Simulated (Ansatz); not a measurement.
**Te2Mo: relaxation of cell and atoms with PBE+D3(BJ)**

The system is Te2Mo.

```xyz
12
Lattice="6.3300 0.0000 0.0000 0.0000 3.4690 0.0000 -0.9468 0.0000 13.8276" Properties=species:S:1:pos:R:3 pbc="T T T"
Te    5.4013    2.6018    8.3588
Te   -0.0181    0.8672    5.4688
Te    4.9099    0.8672   11.7728
Te    0.4733    2.6018    2.0548
Te    1.7550    2.6018   12.3826
Te    3.6282    0.8672    1.4450
Te    2.1916    0.8672    8.9658
Te    3.1917    2.6018    4.8618
Mo    4.2299    2.6018   13.7253
Mo    1.1533    0.8672    0.1023
Mo    3.8493    0.8672    6.8225
Mo    1.5339    2.6018    7.0051
```

* Program: Ansatz 0.2.0
* Task: relaxation of cell and atoms
* Functional: PBE
* Dispersion: D3(BJ)
* Potentials or basis: Ansatz PAW
* Cutoff: 420 eV (not typed: the program's choice for these potentials)
* k mesh: 3 × 6 × 2
* Occupations: fermi-dirac, width 0.05 eV
* Spin: no spin polarisation

| Quantity | Value |
| --- | --- |
| Relaxed volume | 24.27 Å³/atom |
| Relaxed cell | a = 6.340 Å, b = 3.466 Å, c = 13.297 Å, α = 90.00°, β = 94.49°, γ = 90.00° |
| Space group after relaxing (to 0.05 Å) | P2_1/m (No. 11) |
| Energy gained by relaxing | 5.9 meV/atom |
| Ionic steps | 8 |
| Pressure after relaxing | 0.0 GPa |
| Largest force after relaxing | 0.003 eV/Å |
| Band gap on the k mesh | none (metal or under the smearing width) |

Forces in eV/Å, atoms in the order of the input:
```
Te   0.000  0.000  0.000
Te   0.000  0.000  0.000
Te   0.000  0.000  0.000
Te   0.000  0.000  0.000
Te   0.000  0.000  0.000
Te   0.000  0.000  0.000
Te   0.001  0.000  0.000
Te  -0.001  0.000  0.000
Mo   0.000  0.000 -0.003
Mo   0.000  0.000  0.003
Mo  -0.001  0.000  0.001
Mo   0.001  0.000 -0.001
```

The path:
| step | energy change (eV) | largest force (eV/Å) | volume (Å³) |
| --- | --- | --- | --- |
| 1 | 0.0000 | 0.2069 | 303.64 |
| 2 | -0.0525 | 0.0441 | 296.30 |
| 3 | -0.0646 | 0.1917 | 291.38 |
| 4 | -0.0723 | 0.0492 | 291.84 |
| 5 | -0.0730 | 0.0189 | 291.25 |
| 6 | -0.0732 | 0.0102 | 291.35 |
| 7 | -0.0733 | 0.0031 | 291.30 |
| 8 | -0.0708 | 0.0031 | 291.30 |

Final structure:
```
CELL_PARAMETERS angstrom
6.34037 0.00000 -0.02186
0.00000 3.46592 0.00000
-0.99610 0.00000 13.25925
ATOMIC_POSITIONS crystal
Te 0.94808 0.75000 0.60728
Te 0.05192 0.25000 0.39272
Te 0.90023 0.25000 0.84467
Te 0.09977 0.75000 0.15533
Te 0.40973 0.75000 0.89296
Te 0.59027 0.25000 0.10704
Te 0.44445 0.25000 0.65469
Te 0.55555 0.75000 0.34531
Mo 0.81728 0.75000 0.99243
Mo 0.18272 0.25000 0.00757
Mo 0.68070 0.25000 0.49391
Mo 0.31930 0.75000 0.50609
```

Levels at points of the mesh, in eV from the Fermi level:
| k point | band 90 | band 91 | band 92 | band 93 | band 94 | band 95 |
| --- | --- | --- | --- | --- | --- | --- |
| (0.00, 0.00, 0.00) | -0.24 | 0.10 | 0.37 | 0.40 | 0.68 | 0.76 |
| (0.00, 0.00, -0.50) | -0.10 | 0.11 | 0.21 | 0.38 | 0.52 | 0.81 |
| (0.00, -0.50, 0.00) | -1.62 | -1.43 | -1.43 | 0.92 | 0.92 | 1.13 |
| (0.00, -0.50, -0.50) | -1.62 | -1.50 | -1.50 | 0.88 | 0.88 | 1.14 |

Run time: 71 s on 4 threads of Arm Neoverse V2, on a shared host, peak memory 1.2 GiB.

Caveat: the plane-wave basis is chosen anew once the cell has moved, so the energies of steps on either side of that aren't comparable; pairwise dispersion overbinds metals, which lowers pressure and volume. Spin-orbit coupling is left out, which matters for the levels of Te.
